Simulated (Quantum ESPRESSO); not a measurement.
# FeO (Wuestite) (Fm-3m) in Quantum ESPRESSO: notebook, part 5 of 5

Quantum ESPRESSO 7.5. Earlier steps stand in the parts before.

**6. Hubbard U by linear response, LDA+U, collinear spin, ferromagnetic start**

File pw.in:

```
&CONTROL
  calculation = 'scf'
  prefix = 'pwscf'
  outdir = './tmp'
  pseudo_dir = './pseudo'
  tprnfor = .true.
  tstress = .true.
  disk_io = 'low'
/
&SYSTEM
  ibrav = 0
  nat = 2
  ntyp = 2
  ecutwfc = 36
  ecutrho = 216
  nbnd = 21
  occupations = 'smearing'
  smearing = 'fd'
  degauss = 0.00367493
  nspin = 2
  starting_magnetization(1) = 0.1875
  starting_magnetization(2) = 0
/
&ELECTRONS
  conv_thr = 4d-10
  electron_maxstep = 120
  mixing_beta = 0.3
/
ATOMIC_SPECIES
Fe    55.8450 Fe.LDA_PW-JTH.UPF
O     15.9990 O.LDA_PW-JTH.UPF
CELL_PARAMETERS angstrom
   0.0000000000    2.1554000000    2.1554000000
   2.1554000000    0.0000000000    2.1554000000
   2.1554000000    2.1554000000    0.0000000000
ATOMIC_POSITIONS crystal
Fe     0.0000000000    0.0000000000    0.0000000000
O      0.5000000000    0.5000000000    0.5000000000
K_POINTS automatic
8 8 8 0 0 0
HUBBARD {ortho-atomic}
U Fe-3d 3.0
```

File scf2.in:

```
&CONTROL
  calculation = 'scf'
  prefix = 'pwscf'
  outdir = './tmp'
  pseudo_dir = './pseudo'
  tprnfor = .true.
  tstress = .true.
  disk_io = 'low'
/
&SYSTEM
  ibrav = 0
  nat = 2
  ntyp = 2
  ecutwfc = 36
  ecutrho = 216
  nbnd = 21
  occupations = 'smearing'
  smearing = 'fd'
  degauss = 0.00367493
  nspin = 2
  starting_magnetization(1) = 0.1875
  starting_magnetization(2) = 0
/
&ELECTRONS
  conv_thr = 1d-13
  electron_maxstep = 120
  mixing_beta = 0.3
  startingpot = 'file'
  startingwfc = 'file'
/
ATOMIC_SPECIES
Fe    55.8450 Fe.LDA_PW-JTH.UPF
O     15.9990 O.LDA_PW-JTH.UPF
CELL_PARAMETERS angstrom
   0.0000000000    2.1554000000    2.1554000000
   2.1554000000    0.0000000000    2.1554000000
   2.1554000000    2.1554000000    0.0000000000
ATOMIC_POSITIONS crystal
Fe     0.0000000000    0.0000000000    0.0000000000
O      0.5000000000    0.5000000000    0.5000000000
K_POINTS automatic
8 8 8 0 0 0
HUBBARD {ortho-atomic}
U Fe-3d 3.0
```

File hp.in:

```
&INPUTHP
  prefix = 'pwscf'
  outdir = './tmp'
  nq1 = 2
  nq2 = 2
  nq3 = 2
  conv_thr_chi = 1d-06
  niter_max = 80
  iverbosity = 1
  alpha_mix(1) = 0.15
/
```

Potentials or basis: JTH 2.0 LDA.

Started as:

```bash
$ OMP_NUM_THREADS=1 pw.x -in pw.in > pw.out
$ OMP_NUM_THREADS=1 pw.x -in scf2.in > scf2.out
$ OMP_NUM_THREADS=1 hp.x -in hp.in > hp.out
```

pw.out:

```text
This program is part of the open-source Quantum ESPRESSO suite
     for quantum simulation of materials; please cite
         "P. Giannozzi et al., J. Phys.:Condens. Matter 21 395502 (2009);
         "P. Giannozzi et al., J. Phys.:Condens. Matter 29 465901 (2017);
         "P. Giannozzi et al., J. Chem. Phys. 152 154105 (2020);
     in publications or presentations arising from this work. More details at

     file Fe.LDA_PW-JTH.UPF: wavefunction(s)  3S 3P 0P 0D renormalized
     file O.LDA_PW-JTH.UPF: wavefunction(s)  0S 2P 0P renormalized
     Message from routine setup:
     using ibrav=0 with symmetry is DISCOURAGED, use correct ibrav instead

     G-vector sticks info
     --------------------
     sticks:   dense  smooth     PW     G-vecs:    dense   smooth      PW
     Sum         499     313    109                 7343     3839     749

     Using Slab Decomposition

     bravais-lattice index     =            0
     lattice parameter (alat)  =       5.7603  a.u.
     unit-cell volume          =     135.1482 (a.u.)^3
     number of atoms/cell      =            2
     number of atomic types    =            2
     number of electrons       =        22.00
     number of Kohn-Sham states=           21
     kinetic-energy cutoff     =      36.0000  Ry
     charge density cutoff     =     216.0000  Ry
     scf convergence threshold =      4.0E-10
     mixing beta               =       0.3000
     number of iterations used =            8  plain     mixing
     Exchange-correlation= SLA PW NOGX NOGC
                           (   1   4   0   0   0   0   0)
     Hubbard projectors: ortho-atomic
     Hubbard parameters of DFT+U (Dudarev formulation) in eV:
     U(Fe-3d) =  3.0000

     Internal variables: lda_plus_u =T, lda_plus_u_kind = 0

     Internal variables: orbital_resolved =F, hub_pot_fix =F, apply_U = F

     celldm(1)=   5.760255  celldm(2)=   0.000000  celldm(3)=   0.000000
     celldm(4)=   0.000000  celldm(5)=   0.000000  celldm(6)=   0.000000

     crystal axes: (cart. coord. in units of alat)
               a(1) = (   0.000000   0.707107   0.707107 )
               a(2) = (   0.707107   0.000000   0.707107 )
               a(3) = (   0.707107   0.707107   0.000000 )

     reciprocal axes: (cart. coord. in units 2 pi/alat)
               b(1) = ( -0.707107  0.707107  0.707107 )
               b(2) = (  0.707107 -0.707107  0.707107 )
               b(3) = (  0.707107  0.707107 -0.707107 )

     PseudoPot. # 1 for Fe read from file:
     Fe.LDA_PW-JTH.UPF
     Pseudo is Projector augmented-wave + core cor, Zval = 16.0
[... 313 lines left out ...]
       0.000 -0.000  0.752 -0.246 -0.611
     occupation matrix ns (before diag.):
       0.136 -0.000 -0.000  0.000  0.000
      -0.000  0.361 -0.000  0.000  0.000
      -0.000 -0.000  0.361  0.000  0.000
       0.000  0.000  0.000  0.136 -0.000
       0.000  0.000  0.000 -0.000  0.361

     Number of occupied Hubbard levels =    6.2418

 ------ SPIN UP ------------

          k = 0.0000 0.0000 0.0000 (   531 PWs)   bands (ev):

   -74.1285 -40.5248 -40.5248 -40.5248  -5.2464   9.7374   9.7374   9.7374
    10.0281  10.0281  11.4247  11.4247  11.4247  15.2179  30.2903  31.9280
    31.9280  31.9280  35.4090  35.4090  35.4090
[... 153 lines left out ...]
   -74.1263 -40.5597 -40.5528 -40.5361  -4.0746   7.1092   7.9278   8.0332
    10.5689  10.6424  11.5383  11.7332  13.3681  22.2581  23.1469  24.0327
    27.8946  34.6443  34.7115  41.5388  42.5515

          k =-0.7071 0.1768-0.0000 (   484 PWs)   bands (ev):

   -74.1278 -40.5649 -40.5446 -40.5421  -4.1579   7.7058   8.4719   8.6370
    10.6635  10.8505  10.9957  11.0440  12.1051  21.0324  23.7540  24.8102
    28.3130  31.2947  38.9912  41.4045  44.1470

          k =-0.7071 0.3536 0.0000 (   488 PWs)   bands (ev):

   -74.1244 -40.5553 -40.5553 -40.5429  -4.0842   7.8763   7.8763   7.9081
    10.8522  11.0365  11.1729  11.1729  12.6459  22.3810  23.9544  23.9544
    26.6486  34.7067  34.7067  42.4451  43.2854

 ------ SPIN DOWN ----------

          k = 0.0000 0.0000 0.0000 (   531 PWs)   bands (ev):

   -70.0678 -36.5839 -36.5839 -36.5839  -4.7402  11.9513  11.9513  11.9513
    14.6477  14.6477  14.6477  15.9858  16.0371  16.0371  30.5043  33.0424
    33.0424  33.0424  36.7713  36.7713  36.7713
[... 153 lines left out ...]
   -70.0571 -36.6276 -36.6188 -36.5978  -3.3268   8.4458   9.2675  10.1733
    15.3741  15.4886  16.0602  16.9598  17.9465  23.1801  24.2637  24.9120
    28.8684  35.5247  35.5733  42.2620  43.4139

          k =-0.7071 0.1768-0.0000 (   484 PWs)   bands (ev):

   -70.0536 -36.6348 -36.6090 -36.6046  -3.3002   8.4828  10.0444  10.2184
    14.0926  15.9838  16.1549  16.8154  17.2001  22.2264  24.4401  26.0817
    29.2707  32.2858  39.6039  42.5446  45.3020

          k =-0.7071 0.3536 0.0000 (   488 PWs)   bands (ev):

   -70.0562 -36.6221 -36.6221 -36.6056  -3.2520   9.1021   9.1021   9.7583
    15.3088  15.3088  16.1555  16.8446  17.5376  23.5838  24.8704  24.8704
    27.6174  35.5731  35.5731  43.6568  44.2260

     the Fermi energy is    15.3937 ev

!    total energy              =    -365.33560291 Ry
     total all-electron energy =      -365.335603 Ry
     estimated scf accuracy    <          5.3E-11 Ry
     smearing contrib. (-TS)   =      -0.00092687 Ry
     internal energy E=F+TS    =    -365.33467604 Ry

     The total energy is F=E-TS. E is the sum of the following terms:
     one-electron contribution =    -133.89373820 Ry
     hartree contribution      =      60.18610747 Ry
     xc contribution           =     -30.33839701 Ry
     ewald contribution        =    -190.02755604 Ry
     Hubbard energy            =       0.11422919 Ry
     one-center paw contrib.   =     -71.37532146 Ry

     total magnetization       =     4.00 Bohr mag/cell
     absolute magnetization    =     4.01 Bohr mag/cell

     convergence has been achieved in  12 iterations

     Forces acting on atoms (cartesian axes, Ry/au):

     atom    1 type  1   force =    -0.00000000   -0.00000000    0.00000000
     atom    2 type  2   force =     0.00000000    0.00000000   -0.00000000

     Total force =     0.000000     Total SCF correction =     0.000000

     Computing stress (Cartesian axis) and pressure

          total   stress  (Ry/bohr**3)                   (kbar)     P=     -200.18
  -0.00136081   0.00000000  -0.00000000         -200.18        0.00       -0.00
   0.00000000  -0.00136081   0.00000000            0.00     -200.18        0.00
  -0.00000000   0.00000000  -0.00136081           -0.00        0.00     -200.18

=------------------------------------------------------------------------------=
   JOB DONE.
=------------------------------------------------------------------------------=
```

Run time: 5.3 min. Hardware: 1 thread of Arm Neoverse V1, shared host; peak memory 0.1 GiB.

What came out:

```
Free energy                                           : -4970.6441 eV
Band gap on the k mesh                                : none (metal or under the smearing width)
Net moment                                            : 4.00 μB per cell
Absolute moment                                       : 4.01 μB per cell
Site moments                                          : Fe +3.49; O +0.28 μB
Valence electrons inside the program's atomic spheres : Fe 13.52; O 5.82
Hubbard U from linear response                        : 5.14 eV
```

Levels at points of the mesh, in eV from the Fermi level:
Spin up:
| k point | band 9 | band 10 | band 11 | band 12 | band 13 | band 14 | band 15 | band 16 | band 17 | band 18 |
| --- | --- | --- | --- | --- | --- | --- | --- | --- | --- | --- |
| (0.00, 0.00, 0.00) | -5.37 | -5.37 | -3.97 | -3.97 | -3.97 | -0.18 | 14.90 | 16.53 | 16.53 | 16.53 |
| (0.00, 0.00, -0.50) | -4.78 | -4.78 | -3.68 | -1.07 | -1.07 | 3.65 | 8.13 | 11.96 | 11.96 | 18.90 |
| (0.00, -0.50, -0.50) | -5.17 | -4.98 | -4.54 | -4.54 | -4.19 | 4.76 | 8.38 | 10.26 | 14.21 | 14.21 |
Spin down:
```
             k point  band 7  band 8  band 9  band 10  band 11  band 12
  (0.00, 0.00, 0.00)   -3.44   -3.44   -0.75    -0.75    -0.75     0.59
 (0.00, 0.00, -0.50)   -5.17   -5.17    0.40     0.40     0.54     3.07
(0.00, -0.50, -0.50)   -4.63   -4.63   -2.17     0.76     0.76     1.22
```

Eigenvalues of the final occupation matrices:
```tsv
site	spin	trace	eigenvalues
Fe 1 3d	1	4.89	0.97 0.97 0.98 0.98 0.98
Fe 1 3d	2	1.35	0.14 0.14 0.36 0.36 0.36
```

Hubbard U from linear response:
```tsv
site	manifold	U (eV)
1	Fe-3d	5.14
```
On the first site the bare response is -1.439 and the screened one -0.156 eV⁻¹.

Caveat: the k mesh is coarse; the cutoff is too short for stress, so the log's stress isn't used; the cutoff is low for these files, which shifts pressure and relaxed volume; the cutoff lies well under what these potentials need, so the values aren't converged; a cell with one magnetic atom can't hold antiferromagnetic order, which such compounds often take. The state reached can hang on the start; a lower one may exist.

**7. The runs side by side**

```csv
task,level,potentials or basis,U,cell,k mesh,form of the LDA correlation,q mesh,iterations,k mesh for the Wannier functions,start of the occupations,gap on the mesh (eV),moment (μB)
phonons,PBE,JTH 2.0 PBE,-,relaxed,"8 × 8 × 8, shifted",-,-,-,-,-,none,4.00
phonons,LDA,JTH 2.0 LDA,-,relaxed,"8 × 8 × 8, shifted",PW92,-,-,-,-,none,3.73
phonon dispersion,LDA,JTH 2.0 LDA,-,relaxed,"6 × 6 × 6, shifted",PW92,2 × 2 × 2,-,-,-,none,3.81
Wannier functions,LDA,JTH 2.0 LDA,-,as given,8 × 8 × 8,PW92,-,0,7 × 7 × 7,-,none,4.00
Hubbard U by linear response,LDA+U,JTH 2.0 LDA,Fe d U = 3 eV,as given,8 × 8 × 8,PW92,2 × 2 × 2,-,-,default,none,4.00
```

Alike in all rows: spin collinear, ferromagnetic start; cutoff (eV) 490; smearing fermi-dirac 0.05 eV; the mesh is coarse, so values aren't converged.

Caveats: some runs use coarse meshes; the cutoff is low for these files, which shifts pressure and relaxed volume; the cutoff lies well under what these potentials need, so the values aren't converged; a cell with one magnetic atom can't hold antiferromagnetic order, which such compounds often take; semilocal functionals often make such compounds metallic where correlation or magnetic order opens a gap, which also shifts bond lengths (some runs); before the sum rule the acoustic modes lie tens of cm⁻¹ from zero, a sign that the density grid also shifts the optical modes (some runs); the mesh is thin for the phonons of a metal (some runs); some modes are imaginary (some runs).

Absolute energies hang on the potentials; compare differences alone.

**8. How close it comes**

Step 2. A measured gap of FeO is 2.4 eV (optical; quoted in “W\"ustite: Electric, thermodynamic and optical properties of FeO”, 2012, arxiv:1203.1201); the calculated 0.00 eV misses it by -2.40 eV. So large a miss can be the level of theory's own, or it may mean another phase, state or a wrong row. The value is that of PBE on a finite k mesh, which can miss the band edges, without temperature or zero-point motion. Semilocal functionals fall short of measured gaps as a rule. The run's magnetic order (collinear spin, ferromagnetic start) needn't be the measured crystal's.

Step 3. A measured gap of FeO is 2.4 eV (optical; quoted in “W\"ustite: Electric, thermodynamic and optical properties of FeO”, 2012, arxiv:1203.1201); the calculated 0.00 eV misses it by -2.40 eV. So large a miss can be the level of theory's own, or it may mean another phase, state or a wrong row. The value is that of LDA on a finite k mesh, which can miss the band edges, without temperature or zero-point motion. Semilocal functionals fall short of measured gaps as a rule. The run's magnetic order (collinear spin, ferromagnetic start) needn't be the measured crystal's.

Step 5. Against the measured gap of FeO, 2.4 eV (optical; quoted in “W\"ustite: Electric, thermodynamic and optical properties of FeO”, 2012, arxiv:1203.1201), the calculated 0.00 eV is off by -2.40 eV. So large a miss can be the level of theory's own, or it may mean another phase, state or a wrong row. The value is that of LDA on a finite k mesh, which can miss the band edges, without temperature or zero-point motion. Semilocal functionals fall short of measured gaps as a rule. The run's magnetic order (collinear spin, ferromagnetic start) needn't be the measured crystal's.

Step 6. Against the measured gap of FeO, 2.4 eV (optical; quoted in “W\"ustite: Electric, thermodynamic and optical properties of FeO”, 2012, arxiv:1203.1201), the calculated 0.00 eV is off by -2.40 eV. So large a miss can be the level of theory's own, or it may mean another phase, state or a wrong row. The value is that of LDA+U on a finite k mesh, which can miss the band edges, without temperature or zero-point motion. The run's magnetic order (collinear spin, ferromagnetic start) needn't be the measured crystal's.
